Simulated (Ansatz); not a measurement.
A distorted cell of RuO$_{2}$ (rutile):

```xyz
6
Lattice="4.4799 0.0000 0.0000 0.0000 4.4799 0.0000 0.0000 0.0000 3.1069" Properties=species:S:1:pos:R:3 pbc="T T T"
Ru     2.0598     2.0598     1.3733
Ru     0.0000     0.0000     0.0000
O      3.6078     3.6078     1.5535
O      1.3678     3.1121     0.0000
O      3.1121     1.3678     0.0000
O      0.8721     0.8721     1.5535
```

Method: r2SCAN (plane waves to 500 eV, PAW, scalar-relativistic; Ansatz, a quantum-chemistry and plane-wave program). k mesh 9×9×12 (Γ-centred), Fermi-Dirac smearing 0.05 eV. The energy includes the smearing's −TS. Compression counts positive. With partly filled bands, energies and forces of such displacements shift with the k mesh and the smearing. RuO2 is run without spin polarisation and with no Hubbard U. RuO2 was relaxed with its symmetry unable to fall.

**Question.** What forces act on the atoms (eV/Å, Cartesian)?

**Answer.** 
| atom | Fx | Fy | Fz |
|---|---|---|---|
| Ru1 | 5.630 | 5.630 | 3.373 |
| Ru2 | -1.031 | -1.031 | 0.364 |
| O3 | -0.312 | -0.312 | -0.363 |
| O4 | -0.745 | -0.282 | -1.794 |
| O5 | -0.282 | -0.745 | -1.794 |
| O6 | -3.259 | -3.259 | 0.213 |

**Question.** Give the stress tensor in GPa and the pressure.

**Answer.** 
```
   14.0      8.0     -2.9
    8.0     14.0     -2.9
   -2.9     -2.9      4.4
```
The pressure, a third of the trace, is 10.8 GPa.

**Question.** In it atom 1 sits (-0.180, -0.180, -0.180) Å away from its relaxed site. What is its energy relative to the relaxed cell?

**Answer.** 1286 meV/cell.

(For displaced atoms, the force is minus the slope of the energy, and its curvature is a force constant, which sets phonon frequencies.)
